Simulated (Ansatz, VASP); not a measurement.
Be in VASP and in Ansatz

Contents of INCAR:

```
SYSTEM = Be
PREC = Accurate
ENCUT = 520
EDIFF = 1E-7
ISMEAR = -1
SIGMA = 0.1
LREAL = .FALSE.
LASPH = .TRUE.
NELM = 100
ALGO = Normal
ISIF = 2
LWAVE = .FALSE.
LCHARG = .FALSE.
GGA = RE
NBANDS = 9
```

KPOINTS

```
Automatic mesh
0
G
  26 26 14
  0 0 0
```

File POSCAR:

```
Be
1.0
    2.2200947054      0.0000000000      0.0000000000
   -1.1100473527      1.9226584137      0.0000000000
    0.0000000000      0.0000000000      3.4847302131
Be
2
Direct
    0.3333333333      0.6666666667      0.2500000000
    0.6666666667      0.3333333333      0.7500000000
```

Input for Ansatz:

```yaml
crystal:
  lattice:
    - [2.2200947054, 0.0, 0.0]
    - [-1.1100473527, 1.9226584137, 0.0]
    - [0.0, 0.0, 3.4847302131]
  atoms:
    - { symbol: Be, position: [0.3333333333, 0.6666666667, 0.25] }
    - { symbol: Be, position: [0.6666666667, 0.3333333333, 0.75] }
hamiltonian:
  xc: revpbe
  pseudopotentials:
    kind: paw
    azcp:
      Be: "pseudopotentials/Be.paw.azcp"
basis:
  ecutwfc: 420
  fft_grid_basis: typed
kpoints:
  mp_grid: { grid: [26, 26, 14], shift: [0, 0, 0] }
magnetization:
  spin_polarized: false
scf:
  occupations: { method: fermi_dirac, width: 0.1 }
output:
  stress: true
```

Alike in both runs: task single point; functional revPBE; k mesh 26 × 26 × 14; occupations fermi-dirac, width 0.1 eV; no spin polarisation.

|  | VASP | Ansatz |
| --- | --- | --- |
| version | VASP 6.6.1 | Ansatz 0.2.0 |
| potentials or method | VASP PAW PBE potentials, release 64 (Be) | plane waves (420 eV) with PAW, scalar-relativistic |
| plane-wave cutoff (eV) | 520 | 420 |
| valence electrons in the cell | 4 | 4 |

Ansatz gave:

- pressure (GPa): 11.4
- largest component of the traceless stress (GPa): 1.83

**Question.** Which values does VASP return?

**Answer.** Pressure (GPa): 11.4; largest component of the traceless stress (GPa): 1.87.

With one functional, cell and mesh, what is left measures potentials, basis and numerics.

Caveats: the PAW data sets were made with another functional, which shifts forces and pressure a little (VASP).
